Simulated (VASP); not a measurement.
Runs of VASP 6.6.1 on As. All rows change the cell; the cell of one of them follows. The typed cell holds 1 atom: a = 2.999 Å, b = 2.598 Å, c = 2.582 Å, α = 78.73°, β = 76.84°, γ = 93.49°. 

```tsv
task	level	potentials or basis	spin	cell	k mesh	cutoff (eV)	smearing	gap on the mesh (eV)	pressure (GPa)
relaxation of the atoms	RPBE	VASP PAW PBE potentials, release 64 (As)	off	atoms relaxed from: cell sheared at random, sigma 0.1, atoms nudged by 0.01 Å	9 × 10 × 11	520	gaussian 0.05 eV	none	9.4
density of states	BEEF-vdW	VASP PAW PBE potentials, release 64 (As_GW)	off	cell sheared at random, sigma 0.1, atoms nudged by 0.01 Å; volume scaled by 1.04	9 × 10 × 11	550	gaussian 0.05 eV	none	5.3
optical spectrum	PBE+D3(BJ)	VASP PAW PBE potentials, release 64 (As)	SOC, no magnetisation	cell sheared at random, sigma 0.1, atoms nudged by 0.01 Å; volume scaled by 0.96	7 × 7 × 8	520	fermi-dirac 0.02 eV	-	7.9
single point	PBE	VASP PAW PBE potentials, release 64 (As)	off	cell sheared at random, sigma 0.1, atoms nudged by 0.01 Å	9 × 10 × 11	520	fermi-dirac 0.05 eV	none	(a)
relaxation of cell and atoms	PBE	VASP PAW PBE potentials, release 64 (As)	off	relaxed from: cell sheared at random, sigma 0.1, atoms nudged by 0.01 Å	9 × 10 × 11	600	gaussian 0.05 eV	none	0.0
```

Problem. Fill in the values left out.

Solution. (a) 7.7.

Caveats: the PAW data sets were made with another functional, which shifts forces and pressure a little (some runs); the relaxation stopped at its first step, so nothing moved (some runs); spectra need much finer meshes, so this one isn't converged (some runs); independent-particle spectra lack excitons (some runs).

A k mesh can miss the band edges, and rows without SOC leave out spin-orbit coupling on As.

A gap of «none» marks a metal or a gap under the smearing width.
